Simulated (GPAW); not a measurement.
# InP (F-43m) in GPAW: further runs

One crystal, InP, is run at these levels: RPBE+D4, PBEsol+D4, LDA; tasks: equation of state, band structure.

Program: GPAW 26.7.0. These are calculated values, not measurements. Logs are shortened: lines on timing, memory, paths and dates and some standing lists are left out, and cuts for length are marked. The log counts tension as positive stress, the text compression.

**The experiment to reproduce.**

From a printed reference work, data compilation, for a bulk crystal of InP: bulk modulus 71 GPa; band gap 1.4236 eV (direct) at 1.6 K.

The results are compared with them further down.

### Step 1. The structure

Symmetry: F-43m, No. 216, cubic system. Conventional cell: a = 5.861 Å, b = 5.861 Å, c = 5.861 Å, α = 90.00°, β = 90.00°, γ = 90.00°. In (site symmetry -43m) is surrounded by 4 P at 2.54 Å. Around P (site symmetry -43m) lie 4 In at 2.54 Å.

### Step 2. Equation of state, RPBE+D4

File run.py:

```python
from ase.calculators.mixing import SumCalculator
from ase.eos import EquationOfState
from ase.io import Trajectory, read
from ase.units import GPa
from dftd4.ase import DFTD4
from gpaw import GPAW, PW

atoms = read('POSCAR')

traj = Trajectory('eos.traj', 'w')
volumes, energies = [], []
for x in [0.94, 0.96, 0.98, 1.0, 1.02, 1.04, 1.06]:
    a = atoms.copy()
    a.set_cell(atoms.cell * x**(1 / 3), scale_atoms=True)
    calc = GPAW(mode=PW(600),
                xc='RPBE',
                kpts={'size': (6, 6, 6), 'gamma': True},
                occupations={'name': 'fermi-dirac', 'width': 0.05},
                nbands=18,
                convergence={'density': 1e-05, 'energy': 1e-05},
                maxiter=150,
                txt=f'eos-{x:.2f}.txt')
    a.calc = SumCalculator([calc, DFTD4(method='rpbe')])
    energies.append(a.get_potential_energy())
    volumes.append(a.get_volume())
    p = -a.get_stress()[:3].mean() / GPa
    calc.write(f'eos-{x:.2f}.gpw')
    traj.write(a)
    print(f'{x:.2f} {volumes[-1]:10.4f} A^3 {energies[-1]:14.6f} eV {p:9.3f} GPa', flush=True)

v0, e0, B = EquationOfState(volumes, energies, eos='birchmurnaghan').fit()
print(f'V0 = {v0:.4f} A^3, E0 = {e0:.6f} eV, B0 = {B / GPa:.2f} GPa')
```

File POSCAR:

```
InP
1.0
    0.0000000000      2.9305000000      2.9305000000
    2.9305000000      0.0000000000      2.9305000000
    2.9305000000      2.9305000000      0.0000000000
In P
1 1
Direct
    0.0000000000      0.0000000000      0.0000000000
    0.7500000000      0.7500000000      0.7500000000
```

Potentials or basis: the program's PAW data sets (release 1.2.1) made for this functional, pw.

On the command line:

```bash
OMP_NUM_THREADS=1 python run.py
```

The log of the run:

```text
__  _  _
 | _ |_)|_||  |
 |__||  | ||/\| - 26.7.0

Input parameters:
  mode=PW(ecut=600.0),
  convergence={'density': 1e-05, 'energy': 1e-05},
  kpts=MonkhorstPack(size=(6, 6, 6), gamma=True),
  maxiter=150,
  nbands=18,
  occupations=Occupations(name='fermi-dirac', width=0.05),
  xc=XC(name='RPBE')

Diagonalizing LCAO Hamiltonian
Converting LCAO to pw mode

                    P

       In

Atoms  # Å, Bohr magnetons
|   | symbol |        x |        y |        z |    initial magnetic moments |
|---|--------|----------|----------|----------|-----------------------------|
| 0 |     In | 0.000000 | 0.000000 | 0.000000 | ( 0.0000,  0.0000,  0.0000) |
| 1 |      P | 4.336341 | 4.336341 | 4.336341 | ( 0.0000,  0.0000,  0.0000) |

Unit cell  # Å
| periodic |        x |        y |        z |  lengths |    angles |
|----------|----------|----------|----------|----------|-----------|
|      yes | 0.000000 | 2.890894 | 2.890894 | 4.088341 | 60.000000 |
|      yes | 2.890894 | 0.000000 | 2.890894 | 4.088341 | 60.000000 |
|      yes | 2.890894 | 2.890894 | 0.000000 | 4.088341 | 60.000000 |

Number of symmetries: 24
Symmetry operations  # r_c * U_cc + t_c -> r_c
|    | kind |            matrix            |
|----|------|------------------------------|
|  0 |  E   |  1, 0, 0,  0, 1, 0,  0, 0, 1 |
|  1 |  σ   |  1, 0, 0,  0, 0, 1,  0, 1, 0 |
|  2 |  σ   |  1, 0,-1,  0, 1,-1,  0, 0,-1 |
|  3 |  C3  |  1, 0,-1,  0, 0,-1,  0, 1,-1 |
|  4 |  C3  |  1,-1, 0,  0,-1, 1,  0,-1, 0 |
|  5 |  σ   |  1,-1, 0,  0,-1, 0,  0,-1, 1 |
|  6 |  σ   |  0, 1, 0,  1, 0, 0,  0, 0, 1 |
|  7 |  C3  |  0, 1, 0,  0, 0, 1,  1, 0, 0 |
|  8 |  C2  |  0, 1,-1,  1, 0,-1,  0, 0,-1 |
|  9 |  S4  |  0, 1,-1,  0, 0,-1,  1, 0,-1 |
| 10 |  C3  |  0, 0, 1,  1, 0, 0,  0, 1, 0 |
| 11 |  σ   |  0, 0, 1,  0, 1, 0,  1, 0, 0 |
| 12 |  S4  |  0, 0,-1,  1, 0,-1,  0, 1,-1 |
| 13 |  C3  |  0, 0,-1,  0, 1,-1,  1, 0,-1 |
| 14 |  S4  |  0,-1, 1,  1,-1, 0,  0,-1, 0 |
| 15 |  C2  |  0,-1, 1,  0,-1, 0,  1,-1, 0 |
| 16 |  C3  |  0,-1, 0,  1,-1, 0,  0,-1, 1 |
| 17 |  S4  |  0,-1, 0,  0,-1, 1,  1,-1, 0 |
| 18 |  S4  | -1, 1, 0, -1, 0, 1, -1, 0, 0 |
| 19 |  C3  | -1, 1, 0, -1, 0, 0, -1, 0, 1 |
| 20 |  C3  | -1, 0, 1, -1, 1, 0, -1, 0, 0 |
| 21 |  S4  | -1, 0, 1, -1, 0, 0, -1, 1, 0 |
| 22 |  σ   | -1, 0, 0, -1, 1, 0, -1, 0, 1 |
| 23 |  C2  | -1, 0, 0, -1, 0, 1, -1, 1, 0 |

BZ-sampling:
  Number of BZ points: 216
  Number of IBZ points: 16

  Monkhorst-Pack size: [6, 6, 6]
  Monkhorst-Pack shift: [0.08333333333333333, 0.08333333333333333, 0.08333333333333333]

K-points  # in reciprocal-cell coordinates
|     |                                coordinates |     weight |
|-----|--------------------------------------------|------------|
|   0 | (  0.00000000,   0.00000000,   0.00000000) | 0.00462963 |
|   1 | (  0.16666667,   0.16666667,   0.00000000) | 0.02777778 |
|   2 | (  0.16666667,   0.16666667,   0.16666667) | 0.03703704 |
|   3 | (  0.33333333,   0.16666667,   0.16666667) | 0.05555556 |
|   4 | (  0.33333333,   0.33333333,  -0.33333333) | 0.05555556 |
|   5 | (  0.33333333,   0.33333333,   0.00000000) | 0.02777778 |
|   6 | (  0.33333333,   0.33333333,   0.16666667) | 0.11111111 |
|   7 | (  0.33333333,   0.33333333,   0.33333333) | 0.03703704 |
|   8 | (  0.50000000,   0.33333333,  -0.33333333) | 0.11111111 |
|   9 | (  0.50000000,   0.33333333,  -0.16666667) | 0.05555556 |
| ... |                                            |            |
|  15 | (  0.50000000,   0.50000000,   0.50000000) | 0.01851852 |

Plane wave coefficients: 1639
Cutoff: 600.0 eV

Spin-components: 1 (collinear spins)
Bands:           18
Projectors:      11
Spin-degeneracy: 2
Datatype:        complex128

Parallelization:
  kpt:    1
  domain: 1
  band:   1

Density:
  Valence electrons: 18.0
  Components: 1
  Grid points: [24 24 24]
  Charge: 0.0  # |e|

Potential:
  Grid points: [24 24 24]

species:
  In:
    name:    Indium
    Z:       49.0
    valence: 13
    core:    36
    charge:  0.0  # [|e|]
    compensation charges:
      type: gauss
      rc: 0.36  # [Å]
      lmax: 2
    cutoffs:
      filter: 2.09  # [Å]
      core: 2.48  # [Å]
    projectors
    | kind |    occ | energy [eV] | rcut [Å] |
    |------|--------|-------------|----------|
    |   5s |  2.000 |      -8.122 |    1.185 |
    |   5p |  1.000 |      -2.465 |    1.244 |
    |   4d | 10.000 |     -18.638 |    1.148 |
    |    s |        |      19.089 |    1.185 |
    |    p |        |      24.746 |    1.244 |
    |    d |        |       8.573 |    1.148 |

    Using partial waves for In as LCAO basis

  P:
    name:    Phosphorus
    Z:       15.0
    valence: 5
    core:    10
    charge:  0.0  # [|e|]
    compensation charges:
      type: gauss
      rc: 0.30  # [Å]
      lmax: 2
    cutoffs:
      filter: 1.69  # [Å]
      core: 1.81  # [Å]
    projectors
    | kind |    occ | energy [eV] | rcut [Å] |
    |------|--------|-------------|----------|
    |   3s |  2.000 |     -13.955 |    0.953 |
    |   3p |  3.000 |      -5.495 |    0.953 |
    |    s |        |      13.257 |    0.953 |
    |    p |        |      21.717 |    0.953 |
    |    d |        |       0.000 |    0.953 |

    Using partial waves for P as LCAO basis

Reference energy: -169290.707259  # eV

eigensolver:
  PPCG
  Converge bands: occupied
  niter=2

density mixing:
  MSR1-Mixer
  Pratt-step length: 0.05
  Maximum mixing coefficient: 0.75
  Old densities: 10
  SVD Regularization: 0.005
  Good broyden scale: 1.0
  Trust region scale: 1.0
  Backstep threshold: 4.0
  History deletion threshold: 6.0
  Fourier metric: weight=20.0, sigma=0.015

occupation numbers:
  Fermi-Dirac:
    width: 0.0500  # eV

poisson solver:
  ecut: 4800.0  # eV

xc functional:
  name: RPBE with 2 nearest neighbor stencil

convergence criteria:
- Maximum integral of absolute [dens]ity change: 1e-05 electrons / valence electron
- Maximum [total energy] change in last 3 cyles: 1e-05 eV / valence electron
- Maximum integral of absolute [eigenst]ate change: 4e-08 eV^2 / valence electron
maximum number of iterations: 150

SCF iterations
|iter     | |      energy | eigst |  dens |
|---------|-|-------------|-------|-------|
|iter:   1| |   -8.193773 | -0.27 |       |
|iter:   2| |   -8.113908 | -2.20 | -1.10 |
|iter:   3| |   -7.823182 | -1.70 | -1.14 |
|iter:   4| |   -7.826444 | -3.07 | -1.73 |
|iter:   5| |   -7.827375 | -3.84 | -2.21 |
|iter:   6| |   -7.827487 | -5.19 | -2.96 |
|iter:   7| |   -7.827504c| -6.16 | -3.45 |
|iter:   8| |   -7.827504c| -7.58c| -4.35 |
|iter:   9| |   -7.827504c| -7.88c| -4.89 |
|iter:  10| |   -7.827504c| -8.71c| -5.66c|

Converged in 10 steps
Energy contributions relative to reference atoms: (reference = -169290.707259)

Energy contributions:
  Kinetic:          27.734912
  Coulomb:         -24.801803
  Zero:              0.138980
  External:          0.000000
  Xc:              -10.899593
  Entropy:          -0.000000
  Spinorbit:         0.000000
  ----------------------------
  Free energy:      -7.827505
  Extrapolated:     -7.827504

dipole moment: (-16.571968, -16.571968, -16.571968)  # |e|*Ang

Fermi level: 6.027
Eigenvalues  # (at kpt = [0.000, 0.000, 0.000])
| band index |      eig [eV] | occ [0-2] |
|------------|---------------|-----------|
|          0 |        -8.748 |     2.000 |
|          1 |        -8.748 |     2.000 |
|          2 |        -8.748 |     2.000 |
|          3 |        -8.575 |     2.000 |
|          4 |        -8.575 |     2.000 |
|          5 |        -6.313 |     2.000 |
[... 10 lines left out ...]
|         16 |        16.895 |     0.000 |
|         17 |        16.895 |     0.000 |

Gap: 1.065 eV
Transition (v -> c):
  (s=0, k=0, n=8, [0.00, 0.00, 0.00]) -> (s=0, k=0, n=9, [0.00, 0.00, 0.00])
No difference between direct/indirect transitions

Stress tensor  # eV/Ang^3
|         x |         y |         z |
|-----------|-----------|-----------|
| -0.052255 | -0.000000 |  0.000000 |
| -0.000000 | -0.052255 |  0.000000 |
|  0.000000 |  0.000000 | -0.052255 |

# Writing to eos-0.96.gpw (mode='')
```

Run time: 58 s. Hardware: 1 thread of Arm Neoverse V2, shared host; peak memory 0.22 GiB.

Results:

```
Equilibrium volume                      : 25.42 Å³/atom
Bulk modulus                            : 65 GPa
Pressure derivative of the bulk modulus : 4.7
```

Energy against volume, from the lowest point:
```csv
volume (Å³/atom),energy (meV/atom)
23.657,27.92
24.160,13.44
24.663,4.31
25.167,0.00
25.670,0.00
26.173,3.83
26.677,11.08
```

### Step 3. Equation of state, PBEsol+D4

run.py, as its differences from that of step 2:

```diff
@@ -5,5 +5,7 @@
 from dftd4.ase import DFTD4
-from gpaw import GPAW, PW
+from gpaw import GPAW, PW, setup_paths
 
-atoms = read('POSCAR')
+setup_paths.insert(0, '.')
+
+atoms = read('InP.xyz')
 
@@ -15,3 +17,3 @@
     calc = GPAW(mode=PW(600),
-                xc='RPBE',
+                xc='PBEsol',
                 kpts={'size': (6, 6, 6), 'gamma': True},
@@ -22,3 +24,3 @@
                 txt=f'eos-{x:.2f}.txt')
-    a.calc = SumCalculator([calc, DFTD4(method='rpbe')])
+    a.calc = SumCalculator([calc, DFTD4(method='pbesol')])
     energies.append(a.get_potential_energy())
```

File InP.xyz:

```xyz
2
Lattice="0.0000000000 2.9305000000 2.9305000000 2.9305000000 0.0000000000 2.9305000000 2.9305000000 2.9305000000 0.0000000000" Properties=species:S:1:pos:R:3 pbc="T T T"
In     0.0000000000      0.0000000000      0.0000000000
P      4.3957500000      4.3957500000      4.3957500000
```

Potentials or basis: PAW data sets generated in the run's folder for this functional, pw.

On the command line:

```bash
gpaw-setup -f PBEsol In P
OMP_NUM_THREADS=1 python run.py
```

It took 56 s on 1 thread of Arm Neoverse V2, shared host; peak memory 0.23 GiB.

Results (log left out):

```yaml
Equilibrium_volume: 24.88 Å³/atom
Bulk_modulus: 71 GPa
Pressure_derivative_of_the_bulk_modulus: 4.7
```

Energy against volume, from the lowest point:
| volume (Å³/atom) | energy (meV/atom) |
| --- | --- |
| 23.657 | 14.25 |
| 24.160 | 4.47 |
| 24.663 | 0.00 |
| 25.167 | 0.28 |
| 25.670 | 4.82 |
| 26.173 | 13.12 |
| 26.677 | 24.77 |

### Step 4. Band structure, LDA

File run.py:

```python
import spglib
from ase import Atoms
from ase.dft.bandgap import bandgap
from ase.io import read, write
from ase.units import GPa
from gpaw import GPAW, PW, setup_paths

setup_paths.insert(0, '.')

atoms = read('InP.cif')
cell, positions, numbers = spglib.find_primitive(
    (atoms.cell[:], atoms.get_scaled_positions(), atoms.numbers), symprec=1e-4)
atoms = Atoms(numbers, cell=cell, scaled_positions=positions, pbc=True)

calc = GPAW(mode=PW(600),
            xc='LDA',
            kpts={'size': (6, 6, 6), 'gamma': True},
            occupations={'name': 'fermi-dirac', 'width': 0.05},
            setups={'In': 'jth', 'P': 'jth'},
            nbands=-9,
            convergence={'density': 1e-05, 'energy': 1e-05},
            maxiter=150,
            txt='gpaw.txt')
atoms.calc = calc
energy = atoms.get_potential_energy()
forces = atoms.get_forces()
stress = atoms.get_stress()
calc.write('gs.gpw')
write('result.traj', atoms)
print(f'Energy: {energy:.6f} eV')
print('Forces (eV/A):')
print(forces.round(4))
print('Stress (GPa):', (stress / GPa).round(3))
print('Fermi level:', round(calc.get_fermi_level(), 4), 'eV')
print(f'Gap: {bandgap(calc)[0]:.4f} eV, direct: {bandgap(calc, direct=True)[0]:.4f} eV')

path = atoms.cell.bandpath('GXWKGLUWLK,UX', npoints=60, eps=1e-4)
bs_calc = calc.fixed_density(kpts=path, symmetry='off', nbands=-20,
                             convergence={'bands': 'CBM+6.0', 'eigenstates': 1e-6}, txt='bands.txt')
bs = bs_calc.band_structure()
bs.write('bs.json')
print(f'Gap on the path: {bandgap(bs_calc)[0]:.4f} eV')
```

File InP.cif:

```cif
data_InP
_cell_length_a 5.86100000
_cell_length_b 5.86100000
_cell_length_c 5.86100000
_cell_angle_alpha 90.00000000
_cell_angle_beta 90.00000000
_cell_angle_gamma 90.00000000
_space_group_name_H-M_alt 'F-43m'
_space_group_name_Hall 'F -4 2 3'
_space_group_IT_number 216
loop_
_space_group_symop_operation_xyz
'x,y,z'
'y,-x,-z'
'-x,-y,z'
'-y,x,-z'
'x,-y,-z'
'y,x,z'
'-x,y,-z'
'-y,-x,z'
'z,x,y'
'-z,y,-x'
'z,-x,-y'
'-z,-y,x'
'-z,x,-y'
'z,y,x'
'-z,-x,y'
'z,-y,-x'
'y,z,x'
'-x,-z,y'
'-y,z,-x'
'x,-z,-y'
'-y,-z,x'
'x,z,y'
'y,-z,-x'
'-x,z,-y'
'x,y+1/2,z+1/2'
'y,-x+1/2,-z+1/2'
'-x,-y+1/2,z+1/2'
'-y,x+1/2,-z+1/2'
'x,-y+1/2,-z+1/2'
'y,x+1/2,z+1/2'
'-x,y+1/2,-z+1/2'
'-y,-x+1/2,z+1/2'
'z,x+1/2,y+1/2'
'-z,y+1/2,-x+1/2'
'z,-x+1/2,-y+1/2'
'-z,-y+1/2,x+1/2'
'-z,x+1/2,-y+1/2'
'z,y+1/2,x+1/2'
'-z,-x+1/2,y+1/2'
'z,-y+1/2,-x+1/2'
'y,z+1/2,x+1/2'
'-x,-z+1/2,y+1/2'
'-y,z+1/2,-x+1/2'
'x,-z+1/2,-y+1/2'
'-y,-z+1/2,x+1/2'
'x,z+1/2,y+1/2'
'y,-z+1/2,-x+1/2'
'-x,z+1/2,-y+1/2'
'x+1/2,y,z+1/2'
'y+1/2,-x,-z+1/2'
'-x+1/2,-y,z+1/2'
'-y+1/2,x,-z+1/2'
'x+1/2,-y,-z+1/2'
'y+1/2,x,z+1/2'
'-x+1/2,y,-z+1/2'
'-y+1/2,-x,z+1/2'
'z+1/2,x,y+1/2'
'-z+1/2,y,-x+1/2'
'z+1/2,-x,-y+1/2'
'-z+1/2,-y,x+1/2'
'-z+1/2,x,-y+1/2'
'z+1/2,y,x+1/2'
'-z+1/2,-x,y+1/2'
'z+1/2,-y,-x+1/2'
'y+1/2,z,x+1/2'
'-x+1/2,-z,y+1/2'
'-y+1/2,z,-x+1/2'
'x+1/2,-z,-y+1/2'
'-y+1/2,-z,x+1/2'
'x+1/2,z,y+1/2'
'y+1/2,-z,-x+1/2'
'-x+1/2,z,-y+1/2'
'x+1/2,y+1/2,z'
'y+1/2,-x+1/2,-z'
'-x+1/2,-y+1/2,z'
'-y+1/2,x+1/2,-z'
'x+1/2,-y+1/2,-z'
'y+1/2,x+1/2,z'
'-x+1/2,y+1/2,-z'
'-y+1/2,-x+1/2,z'
'z+1/2,x+1/2,y'
'-z+1/2,y+1/2,-x'
'z+1/2,-x+1/2,-y'
'-z+1/2,-y+1/2,x'
'-z+1/2,x+1/2,-y'
'z+1/2,y+1/2,x'
'-z+1/2,-x+1/2,y'
'z+1/2,-y+1/2,-x'
'y+1/2,z+1/2,x'
'-x+1/2,-z+1/2,y'
'-y+1/2,z+1/2,-x'
'x+1/2,-z+1/2,-y'
'-y+1/2,-z+1/2,x'
'x+1/2,z+1/2,y'
'y+1/2,-z+1/2,-x'
'-x+1/2,z+1/2,-y'
loop_
_atom_site_label
_atom_site_type_symbol
_atom_site_symmetry_multiplicity
_atom_site_Wyckoff_symbol
_atom_site_fract_x
_atom_site_fract_y
_atom_site_fract_z
_atom_site_occupancy
In1 In 4 a 0.0000000000 0.0000000000 0.0000000000 1
P1 P 4 c 0.2500000000 0.2500000000 0.2500000000 1
```

Potentials or basis: JTH PAW 2.0, LDA, pw.

On the command line:

```bash
OMP_NUM_THREADS=1 python run.py
```

Run time: 27 s. Hardware: 1 thread of Arm Neoverse V2, shared host; peak memory 0.24 GiB.

It converged, with:

* Free energy: -8.7974 eV
* Pressure: -1.4 GPa
* Band gap on the k mesh: 0.46 eV, direct
* Band gap along the path: 0.46 eV, direct

Levels at the corners of the path, in eV from the valence-band top:
```tsv
point	band 5	band 6	band 7	band 8	band 9	band 10	band 11	band 12	band 13
Γ	-13.95	-11.57	0.00	0.00	0.00	0.46	3.95	3.95	3.95
X	-13.91	-9.14	-5.89	-2.37	-2.37	1.60	2.11	8.98	9.40
W	-13.93	-9.05	-5.74	-3.01	-2.99	4.18	4.25	5.39	6.05
K	-13.92	-9.15	-5.75	-3.38	-1.98	2.20	4.26	7.36	7.39
Γ	-13.95	-11.57	0.00	0.00	0.00	0.46	3.95	3.95	3.95
L	-13.93	-9.81	-5.85	-1.00	-1.00	1.29	4.70	4.70	6.89
U	-13.92	-9.15	-5.75	-3.38	-1.98	2.20	4.26	7.36	7.39
W	-13.93	-9.05	-5.74	-3.01	-2.99	4.18	4.25	5.39	6.05
L	-13.93	-9.81	-5.85	-1.00	-1.00	1.29	4.70	4.70	6.89
K	-13.92	-9.15	-5.75	-3.38	-1.98	2.20	4.26	7.36	7.39
U	-13.92	-9.15	-5.75	-3.38	-1.98	2.20	4.26	7.36	7.39
X	-13.91	-9.14	-5.89	-2.37	-2.37	1.60	2.11	8.98	9.40
```

Caveat: the program truncates these outside data sets; spin-orbit coupling is left out, which moves the levels of the heavy elements.

### Step 5. Summary

| task | level | potentials or basis | band path | band points | data set | V0 of scaled cells (Å³/atom) | B0 (GPa) |
| --- | --- | --- | --- | --- | --- | --- | --- |
| equation of state | RPBE+D4 | the program's PAW data sets (release 1.2.1) made for this functional, pw | - | - | - | 25.42 | 65 |
| equation of state | PBEsol+D4 | PAW data sets generated in the run's folder for this functional, pw | - | - | - | 24.88 | 71 |
| band structure | LDA | JTH PAW 2.0, LDA, pw | GXWKGLUWLK,UX | 60 | In jth, P jth | - | - |

Alike in all rows: no spin polarisation; cell as given; k mesh 6 × 6 × 6; cutoff (eV) 600; smearing fermi-dirac 0.05 eV.

Caveats: the program truncates these outside data sets (some runs); spin-orbit coupling is left out, which moves the levels of the heavy elements (some runs).

Absolute energies hang on the potentials; compare differences alone.

### Step 6. How close it comes

Step 2. Measured bulk modulus of InP: 71 GPa (a printed reference work, data compilation). This calculation gives 65 GPa (-8.2 %). The fit is for a static lattice scaled at fixed shape and fixed fractional positions.

Step 3. A measured bulk modulus of InP is 71 GPa (a printed reference work, data compilation); the calculated 71 GPa misses it by +0.1 %. That is within the rounding of the quoted value. The fit is for a static lattice scaled at fixed shape and fixed fractional positions.

Step 4. Against the measured gap of InP, 1.4236 eV (direct; 1.6 K; a printed reference work, data compilation), the calculated 0.46 eV is off by -0.96 eV. Spin-orbit coupling on In is left out. The value is that of LDA, without temperature or zero-point motion. Semilocal functionals fall short of measured gaps as a rule.
